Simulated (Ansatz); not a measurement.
# GaN, space group Fm-3m: a scan of the energy under strain

Computed with the Python package of Ansatz (0.2.0).

Run as a notebook:

**Cell 1**
```python
import ansatz as az
import numpy as np
```

**Cell 2**
```python
FUNCTIONAL = "r2scan"
ECUT = 530
SMEARING = "gaussian"
SIGMA = 0.05
KMESH = (8, 8, 8)
```

**Cell 3**
```python
vectors0 = np.array([
    [0.0, 2.135235, 2.135235],
    [2.135235, 0.0, 2.135235],
    [2.135235, 2.135235, 0.0],
])
sites = [
    ("Ga", [0.0, 0.0, 0.0]),
    ("N", [0.5, 0.5, 0.5]),
]
```

**Cell 4**
```python
def make_crystal(cell):
    crystal = az.Crystal(lattice=az.Lattice.of(cell))
    for symbol, position in sites:
        crystal = crystal.atom(symbol, position)
    return crystal
```

**Cell 5**
```python
values = np.linspace(-0.05, 0.05, 7)
energies = []
for d in values:
    strain = np.diag([d, d, 0])
    cell = vectors0 @ (np.eye(3) + strain)
    base = make_crystal(cell).calculation()
    base = base.functional(FUNCTIONAL)
    base = base.basis(ECUT)
    base = base.occupations(SMEARING, width=SIGMA)
    base = base.kpoints(*KMESH)
    rep = base.run(threads=1, pin="off").report
    energies.append(rep["free_energy_ev"] / len(sites))
    print(f"d = {d:+.4f}  F = {energies[-1]:.5f} eV/atom")
energies = np.array(energies)

for value, e in zip(values, energies):
    print(f"strain {value:7.3f}   E - Emin = {1000 * (e - energies.min()):9.3f} meV/atom")
np.savetxt("strain.csv", np.column_stack([values, energies]), fmt="%.6f", delimiter=",", header="strain,energy_eV_per_atom")
curvature = 2 * np.polyfit(values, energies, 3)[1]
volume = abs(np.linalg.det(vectors0)) / len(sites)
print(f"d2E/dd2 over the volume: {curvature / volume * 160.21766:.1f} GPa")
```
Output:
```text
d = -0.0500  F = -2087.67360 eV/atom
d = -0.0333  F = -2087.70719 eV/atom
d = -0.0167  F = -2087.71752 eV/atom
d = +0.0000  F = -2087.70869 eV/atom
d = +0.0167  F = -2087.68416 eV/atom
d = +0.0333  F = -2087.64688 eV/atom
d = +0.0500  F = -2087.59933 eV/atom
strain  -0.050   E - Emin =    43.914 meV/atom
strain  -0.033   E - Emin =    10.328 meV/atom
strain  -0.017   E - Emin =     0.000 meV/atom
strain   0.000   E - Emin =     8.829 meV/atom
strain   0.017   E - Emin =    33.355 meV/atom
strain   0.033   E - Emin =    70.637 meV/atom
strain   0.050   E - Emin =   118.186 meV/atom
d2E/dd2 over the volume: 952.4 GPa
```

`strain.csv`, as written:
```csv
# strain,energy_eV_per_atom
-0.050000,-2087.673604
-0.033333,-2087.707190
-0.016667,-2087.717518
0.000000,-2087.708690
0.016667,-2087.684163
0.033333,-2087.646881
0.050000,-2087.599332
```

Against the unstrained cell the energy per atom changes by +35.09 meV at one end of the scan and +109.36 meV at the other, and its second derivative over the volume is 952.4 GPa.

What to keep in mind:
- Total energies depend on the potentials; only differences at equal settings carry meaning.
- The curvature belongs to this strain pattern and to the cell's stress; it equals a single elastic constant only for simple patterns.
- This is a high-temperature or high-pressure form, not the ambient phase.
- The structure comes from a database of computed cells and needn't be a stable or known phase.
- The ions keep their fractional positions (clamped ions).
- It ran for 12 s on 1 thread of Arm Neoverse V2 (shared host), peak memory 0.39 GiB.
